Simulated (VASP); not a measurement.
## Os: relaxation of cell and atoms with r2SCAN

Os:

```xyz
2
Lattice="2.7461 0.0000 0.0000 -1.3731 2.3782 0.0000 0.0000 0.0000 4.3263" Properties=species:S:1:pos:R:3 pbc="T T T"
Os    0.0000    1.5855    1.0816
Os    1.3731    0.7927    3.2447
```

| Property | Result |
| --- | --- |
| Program | VASP 6.6.1 |
| Task | relaxation of cell and atoms |
| Functional | r2SCAN |
| Potentials or basis | VASP PAW PBE potentials, release 64 (Os) |
| Cutoff | 600 eV |
| k mesh | 18 × 18 × 10 |
| Occupations | gaussian, width 0.1 eV |
| Spin | no spin polarisation |
| Further INCAR settings | ALGO = Normal; EDIFF = 1e-07; IBRION = 2; EDIFFG = -0.005; NSW = 90; ISIF = 3 |

The relaxed volume is 14.05 Å³/atom, the relaxed cell is a = 2.739 Å, b = 2.739 Å, c = 4.326 Å, α = 90.00°, β = 90.00°, γ = 120.00° and the space group after relaxing (to 0.05 Å) is P6_3/mmc (No. 194). The energy gained by relaxing is 0.7 meV/atom and the ionic steps are 5. The pressure after relaxing is 0.0 GPa and the band gap on the k mesh is none (metal or under the smearing width).

The path:
```csv
step,energy change (eV),largest force (eV/Å),pressure (GPa),volume (Å³)
1,0.0000,0.0000,-2.32,28.25
2,0.0217,0.0000,11.19,27.42
3,-0.0013,0.0000,0.11,28.09
4,-0.0012,0.0000,-0.11,28.10
5,-0.0014,0.0000,0.01,28.10
```

Final structure:
```xyz
2
Lattice="2.7387 0.0000 0.0000 -1.3694 2.3718 0.0000 0.0000 0.0000 4.3258" Properties=species:S:1:pos:R:3 pbc="T T T"
Os    0.0000    1.5812    1.0814
Os    1.3694    0.7906    3.2443
```

Levels at points of the mesh, in eV from the Fermi level:
| k point | band 6 | band 7 | band 8 | band 9 | band 10 | band 11 |
| --- | --- | --- | --- | --- | --- | --- |
| (0.00, 0.00, 0.00) | -2.29 | -2.29 | -1.63 | -1.63 | 0.01 | 1.74 |
| (0.50, 0.00, 0.00) | -2.69 | -1.95 | 2.09 | 2.67 | 2.78 | 4.56 |
| (0.00, 0.00, 0.50) | -3.36 | -3.36 | -3.36 | 0.91 | 0.91 | 0.91 |
| (0.50, 0.00, 0.50) | -1.26 | -0.18 | -0.18 | 2.44 | 2.44 | 3.41 |

It took 6.9 min on 1 thread of Intel(R) Xeon(R) 6975P-C (Granite Rapids), on a shared host, peak memory 0.26 GiB.

Caveat: the PAW data sets were made with another functional, which shifts forces and pressure a little. Spin-orbit coupling is left out, which matters for the levels of Os.
